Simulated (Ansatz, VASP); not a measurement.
Two plane-wave programs on BN

```xyz
4
Lattice="2.5539 0.0000 0.0000 -1.2770 2.2118 0.0000 0.0000 0.0000 4.2269" Properties=species:S:1:pos:R:3 pbc="T T T"
B     1.2770    0.7373    4.2257
B     0.0000    1.4745    2.1123
N     1.2770    0.7373    2.9055
N     0.0000    1.4745    0.7920
```

Change from the starting cell: all N atoms moved +0.263 Å, as atom 3 along Cartesian [0 0 1].

Alike in both runs: task single point; functional PBEsol; k mesh 12 × 12 × 6; occupations gaussian, width 0.05 eV; no spin polarisation.

|  | VASP | Ansatz |
| --- | --- | --- |
| version | VASP 6.6.1 | Ansatz 0.2.0 |
| potentials or method | VASP PAW PBE potentials, release 64 (B, N) | scalar-relativistic, plane waves, PAW |
| plane-wave cutoff (eV) | 520 | 420 |
| valence electrons in the cell | 16 | 16 |

Ansatz gave:

- gap on the k mesh at the Fermi level (eV): 1.21
- least direct gap on the mesh (eV): 5.33
- pressure (GPa): 20.0
- largest component of the traceless stress (GPa): 38.06
- rms of the force components (eV/Å): 5.613

Problem. Estimate VASP's values.

Solution. gap on the k mesh at the Fermi level (eV): 1.19; least direct gap on the mesh (eV): 5.31; pressure (GPa): 20.3; largest component of the traceless stress (GPa): 38.64; rms of the force components (eV/Å): 5.633.

Atom by atom the forces differ by 0.019 eV/Å (rms over components). The functional is the same, so the differences come from potentials, cutoffs and numerics.

Caveats: so large a pressure means that the cell lies far from this level's equilibrium, or that cutoff or potentials fall short (VASP); the potentials were made for another functional, which shifts forces and pressure (VASP). A k mesh can miss the band edges.
